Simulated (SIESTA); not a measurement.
Crystal: TiO2 (Anatase).

```xyz
6
Lattice="-1.8921 1.8921 4.7573 1.8921 -1.8921 4.7573 1.8921 1.8921 -4.7573" Properties=species:S:1:pos:R:3 pbc="T T T"
Ti    0.0000    1.8921    2.3786
Ti    0.0000    0.0000    0.0000
O     0.0000    0.0000    7.5346
O     0.0000    1.8921    0.3987
O     0.0000    1.8921    4.3586
O     0.0000    0.0000    1.9800
```

Base run:

| Property | Result |
| --- | --- |
| Program | SIESTA 5.4.2 |
| Functional | RPBE |
| Potentials or basis | PseudoDojo 0.4 standard (PBE files) |
| Basis | DZP (energy shift 0.003 Ry; two zetas on semicore shells) |
| Grid cutoff | 800 Ry |
| Energy shift | 0.003 Ry |
| k mesh | 6 × 6 × 6 |
| Occupations | fermi-dirac, width 0.05 eV |
| Spin | no spin polarisation |

Its results: band gap on the k mesh 2.07 eV, indirect (least direct gap 2.35 eV); pressure 13.0 GPa; largest force 0.250 eV/Å.

Problem. After a change of settings the same cell gave: band gap on the k mesh 2.02 eV, indirect (least direct gap 2.34 eV); pressure 13.0 GPa; largest force 0.251 eV/Å. Which change was it?
A. functional from RPBE to PW91
B. functional from RPBE to LDA; potentials or basis from PseudoDojo 0.4 standard (PBE files) to PseudoDojo 0.4 standard (LDA files)
C. k mesh from 6 × 6 × 6 to 7 × 7 × 7
D. functional from RPBE to PBEsol; potentials or basis from PseudoDojo 0.4 standard (PBE files) to PseudoDojo 0.4 standard (PBEsol files)

Solution. C.

Caveats: the potentials were made for another functional, which shifts forces and pressure; the basis of atomic orbitals isn't converged, which shifts pressures, moduli and gaps.

Runs at the PBE level aren't shown here.
